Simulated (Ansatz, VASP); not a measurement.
**S: VASP beside Ansatz**

INCAR

```
  PREC = Accurate
  ENCUT = 520
  EDIFF = 1E-6
  ISMEAR = 1
  SIGMA = 0.051
  LREAL = F
  LASPH = T
  NELM = 100
  ALGO = Normal
  ISIF = 2
  LWAVE = F
  LCHARG = F
  GGA = PE
  NBANDS = 20
```

KPOINTS

```
Automatic mesh
0
Gamma
  10 10 4
```

Contents of POSCAR:

```
S
1.0
    2.3068900000      1.5739860000      0.0000000000
    2.3068900000     -1.5739860000      0.0000000000
    0.0000000000      0.0000000000     -7.2460060000
S
4
Direct
    0.1940000000      0.8060000000      0.8720000000
    0.3060000000      0.6940000000      0.3720000000
    0.8060000000      0.1940000000      0.1280000000
    0.6940000000      0.3060000000      0.6280000000
```

Input for Ansatz:

```yaml
crystal:
  lattice:
    - [2.30689, 1.573986, 0.0]
    - [2.30689, -1.573986, 0.0]
    - [0.0, 0.0, -7.246006]
  atoms:
    - { symbol: S, position: [0.194, 0.806, 0.872] }
    - { symbol: S, position: [0.306, 0.694, 0.372] }
    - { symbol: S, position: [0.806, 0.194, 0.128] }
    - { symbol: S, position: [0.694, 0.306, 0.628] }
  symmetry: { tolerance: 0.0003 }
kpoints:
  mp_grid: { grid: [10, 10, 4], shift: [0, 0, 0] }
  band_path:
    path:
      - [0.0, 0.0, 0.0]
      - [0.5, 0.5, 0.0]
      - [0.63361742, 0.36638258, 0.0]
      - [0.36638258, -0.36638258, 0.0]
      - [0.0, 0.0, 0.0]
      - [0.0, 0.0, -0.5]
      - [0.36638258, -0.36638258, -0.5]
      - [0.63361742, 0.36638258, -0.5]
      - [0.5, 0.5, -0.5]
      - [0.5, 0.5, 0.0]
      - [0.0, 0.0, 0.0]
    npoints: 6
magnetization:
  spin_polarized: false
scf:
  occupations: { method: methfessel_paxton, width: 0.051 }
  lower_state_search: "off"
  max_iter: 200
hamiltonian:
  pseudopotentials: { kind: paw }
  xc: pbe
basis:
  ecutwfc: 420
  fft_grid_basis: typed
output:
  forces: true
  stress: true
  eigenvalues: true
  bader: true
  populations: true
  elf: true
  write_potential: true
  volumetric_format: npy
  dos:
    e_range: [-12, 8]
    de: 0.05
    projected: { site_lists: { S: [S] } }
checkpoint:
  read: saved_state
```

Alike in both runs: task single point; functional PBE; k mesh 10 × 10 × 4; occupations methfessel-paxton of order 1, width 0.051 eV; no spin polarisation.

```csv
,VASP,Ansatz
version,VASP 6.6.1,Ansatz 0.2.0
potentials or method,"VASP PAW PBE potentials, release 64 (S)",PAW plane waves
plane-wave cutoff (eV),520,420
valence electrons in the cell,24,24
```

VASP gave:

```
pressure (GPa)                                  : 25.9
largest component of the traceless stress (GPa) : 6.64
rms of the force components (eV/Å)              : 0.267
```

Q: What did Ansatz give for the same quantities?

A: Pressure (GPa): 26.3; largest component of the traceless stress (GPa): 6.59; rms of the force components (eV/Å): 0.264.

Atom by atom the forces differ by 0.010 eV/Å (rms over components). With one functional, cell and mesh, what is left measures potentials, basis and numerics.

Caveats: so large a pressure means that the cell lies far from this level's equilibrium, or that cutoff or potentials fall short (VASP).
